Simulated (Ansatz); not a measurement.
Relaxation of a periodic cell of 25 atoms, Sn8HO16 (host SnO2, host structure Pbcn, interstitial H), to a largest force component of 0.03 eV/Å in at most 60 steps.

Theory: DFT PBE, scalar-relativistic, plane waves, PAW in Ansatz 0.2.0. Settings: PAW set soft_1, cutoff 420 eV, k mesh 2x2x2, gaussian smearing 0.02 eV, spin collinear.

```xyz
25
Lattice="0.0000 5.7509 5.2471 4.7351 0.0000 5.2471 4.7351 5.7509 0.0000" Properties=species:S:1:pos:R:3
Sn 2.368 3.827 3.935
Sn 4.735 4.799 6.559
Sn 2.368 1.924 1.312
Sn 4.735 6.702 3.935
O 3.458 9.242 5.660
O 1.091 5.135 4.835
O 3.645 5.135 3.036
O 1.277 3.492 2.211
O 3.458 2.259 3.036
O 5.826 6.367 2.211
O 3.645 6.367 5.660
O 6.012 8.010 4.835
Sn 7.103 9.578 9.182
Sn 4.735 4.799 1.312
Sn 7.103 7.675 6.559
Sn 4.735 6.702 9.182
O 3.458 3.492 5.660
O 5.826 5.135 4.835
O 3.645 5.135 8.283
O 6.012 9.242 7.458
O 8.193 8.010 8.283
O 5.826 6.367 7.458
O 8.380 6.367 5.660
O 6.012 2.259 4.835
H 7.669 6.611 4.006
```

Q: Where does it end, and by what steps?

A: The forces met the threshold. The force dipped under the threshold on the way, but the program's further checks kept it going. Limits of this set-up: coarse k mesh, a small cell, in which the defect meets its images, a typed lattice constant that wasn't relaxed here. After 4 steps the energy has fallen by 0.463 eV; H25 moved furthest, 0.54 Å. Parted: Sn16–H25 (1.80 → 2.38 Å).

| step | energy less start (eV) | largest force component (eV/Å) | accepted |
| --- | --- | --- | --- |
| 0 | 0.0000 | 2.545 | yes |
| 1 | -0.3432 | 0.621 | yes |
| 2 | -0.4364 | 0.192 | yes |
| 3 | -0.4632 | 0.017 | yes |
| 4 | -0.4632 | 0.017 | yes |

```xyz
25
Lattice="0.0000 5.7509 5.2471 4.7351 0.0000 5.2471 4.7351 5.7509 0.0000" Properties=species:S:1:pos:R:3
Sn 2.389 3.851 3.937
Sn 4.757 4.773 6.560
Sn 2.390 1.914 1.309
Sn 4.735 6.714 3.938
O 3.488 9.228 5.650
O 1.129 5.160 4.850
O 3.652 5.157 3.026
O 1.293 3.463 2.227
O 3.521 2.301 3.014
O 5.846 6.355 2.212
O 3.653 6.344 5.660
O 5.991 8.052 4.859
Sn 7.125 9.586 9.185
Sn 4.758 4.779 1.315
Sn 7.124 7.667 6.566
Sn 4.779 6.714 9.183
O 3.484 3.464 5.646
O 5.839 5.137 4.843
O 3.678 5.135 8.279
O 6.026 9.226 7.472
O 8.223 8.032 8.278
O 5.862 6.344 7.461
O 8.409 6.359 5.668
O 6.024 2.283 4.846
H 7.137 6.595 3.955
```

Whether the end is a true minimum wasn't checked by a vibrational analysis.

Time of the run: 39 s on 4 threads of Intel(R) Xeon(R) Platinum 8259CL CPU @ 2.50GHz (Skylake/Cascade Lake), with other jobs on the host, peak memory 1.3 GiB.
